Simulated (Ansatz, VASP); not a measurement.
## Mg: VASP beside Ansatz

```xyz
2
Lattice="3.1882 0.0000 0.0000 -1.5941 2.7611 0.0000 0.0000 0.0000 5.1085" Properties=species:S:1:pos:R:3 pbc="T T T"
Mg    0.0000    1.8407    1.2771
Mg    1.5941    0.9204    3.8314
```

Alike in both runs: functional PBEsol; k mesh 15 × 15 × 8; occupations gaussian, width 0.1 eV; no spin polarisation.

Ansatz relaxed the structure, and its values are those at the end. VASP's run is a single point on that final structure, the one shown.

```csv
,VASP,Ansatz
version,VASP 6.6.1,Ansatz 0.2.0
potentials or method,"VASP PAW PBE potentials, release 64 (Mg)","scalar-relativistic, plane waves, PAW"
plane-wave cutoff (eV),520,420
valence electrons in the cell,4,20
```

```tsv
	VASP	Ansatz	Ansatz less VASP
gap on the k mesh at the Fermi level (eV)	none	none	-
pressure (GPa)	0.0	0.0	+0.05
```

A gap of «none» marks a metal or a gap that the smearing closes. The two sets of potentials don't hold the same shells in valence.

Caveats: the PAW data sets were made with another functional, which shifts forces and pressure a little (VASP).
